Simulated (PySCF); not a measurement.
Trends in electronic spectra. Method: TDDFT PBE0/def2-SVPD, vertical, gas phase, core orbitals frozen in the response in PySCF. Geometries: PBE0-D3(BJ)/def2-SVP; one conformer of each isolated species. Triplets are in the Tamm–Dancoff approximation. Relativistic effects are left out although some hold elements past zinc. Ions are computed without counter-ions or solvent.

Question: Rank by computed S1–T1 gap, lowest first.
A. `c1cc[nH+]cc1`
B. `C#C[SiH](N)N`
C. `N#C[SiH2]O`
D. `[OH][Ga]([OH])[OH]`

Answer: D (0.36 eV), C (1.04 eV), B (1.19 eV), A (1.53 eV).

| SMILES | S1−T1 (eV) | S1 (eV) | T1 (eV) | S1 mainly | T1 mainly | f(S1) |
| --- | --- | --- | --- | --- | --- | --- |
| [OH][Ga]([OH])[OH] | 0.36 | 6.35 | 5.99 | H-1/H→L (≥97%) | H-1/H→L (≥91%) | 0.000 |
| N#C[SiH2]O | 1.04 | 6.67 | 5.63 | H→L (75%) | H-2→L (34%) | 0.002 |
| C#C[SiH](N)N | 1.19 | 6.03 | 4.84 | H-2→L (40%) | H-3→L (25%) | 0.001 |
| c1cc[nH+]cc1 | 1.53 | 5.58 | 4.05 | H→L (86%) | H→L (99%) | 0.096 |

H and L stand for HOMO and LUMO. A slash joins orbitals within 0.01 eV of each other, whose weights are summed (≥ marks a lower bound). For `N#C[SiH2]O` and `C#C[SiH](N)N` the leading configurations of S1 and T1 differ. Singlets come from full response and triplets from the Tamm–Dancoff approximation.
